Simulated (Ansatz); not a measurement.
The system is Si.

```
CELL_PARAMETERS angstrom
-2.37137 2.37137 1.32927
2.37137 -2.37137 1.32927
2.37137 2.37137 -1.32927
ATOMIC_POSITIONS crystal
Si 0.50000 0.50000 0.00000
Si 0.25000 0.75000 0.50000
```

This isn't the form of Si at room conditions, which is diamond.

Base run:

```yaml
Program: Ansatz 0.2.0
Functional: LDA
Potentials_or_basis: Ansatz PAW
Cutoff: "420 eV (not typed: the program's choice for these potentials)"
k_mesh: 11 × 11 × 11
Occupations: fermi-dirac, width 0.05 eV
Spin: no spin polarisation
```

Its results: band gap on the k mesh none (metal or under the smearing width); pressure -0.9 GPa.

Task: The run is repeated on the same cell with these changes: functional from LDA to PBEsol. What comes out?

Result: Band gap on the k mesh none (metal or under the smearing width); pressure 0.7 GPa.

PBEsol binds less tightly than LDA, so the same cell stands under more pressure.

Caveats: the PAW data sets come from PBE, with cores solved anew for the run's functional, which leaves a small shift of forces and pressure.
